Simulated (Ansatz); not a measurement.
# SrTiO$_{3}$: do energies and stresses tell the same story?

The calculation used Ansatz, DFT PBE, scalar-relativistic, plane waves, PAW.

Plane waves to 420 eV, a k mesh through Γ of 8×8×8 on the computed 10-atom cell and Gaussian smearing (0.02 eV); no spin polarisation.

Relaxed cell: I4/mcm, a = 5.555 Å, b = 5.555 Å, c = 7.893 Å, α = 90.00°, β = 90.00°, γ = 90.00°, 10 atoms in the primitive cell. Whether it is the stable form of this composition wasn't checked.

Energies at zero smearing and pressures from the stress tensor, at volumes with shape and atoms relaxed:
```tsv
V (Å³/atom)	E − E(first) (meV/atom)	P (GPa)
10.718	0.00	28.00
11.084	-53.62	19.25
11.449	-88.79	11.79
11.814	-108.25	5.43
12.180	-114.26	-0.01
12.545	-108.81	-4.66
12.911	-93.61	-8.62
13.398	-60.37	-13.07
```

Q: Check P = −dE/dV between neighbouring volumes, and get the bulk modulus from the pressures alone.

A: With 1 eV/Å³ = 160.2 GPa:
```
middle V (Å³/atom)  −ΔE/ΔV (GPa) mean P (GPa)
            10.901        23.513        23.625
            11.266        15.420        15.521
            11.632         8.530         8.610
            11.997         2.639         2.710
            12.363        -2.390        -2.333
            12.728        -6.669        -6.639
            13.154       -10.931       -10.845
```

The two differ by 0.11 GPa at most. The mean of two end pressures misses the average over a step by about ΔV² P″/12, up to 0.11 GPa here; with that taken off 0.02 GPa remains. Around V = 12.180 Å³/atom, the two neighbours give B = −V ΔP/ΔV = 12.180 × 10.09 / 0.731 = 168.1 GPa, against B0 = 167.3 GPa from the Birch–Murnaghan fit of the energies.

A ferromagnetic start lost its moments in a first run, so spin was left out; other magnetic orders weren't tried.

Cost: 9 runs of about 17 core-minutes in all, on Arm Neoverse V2 (shared hosts).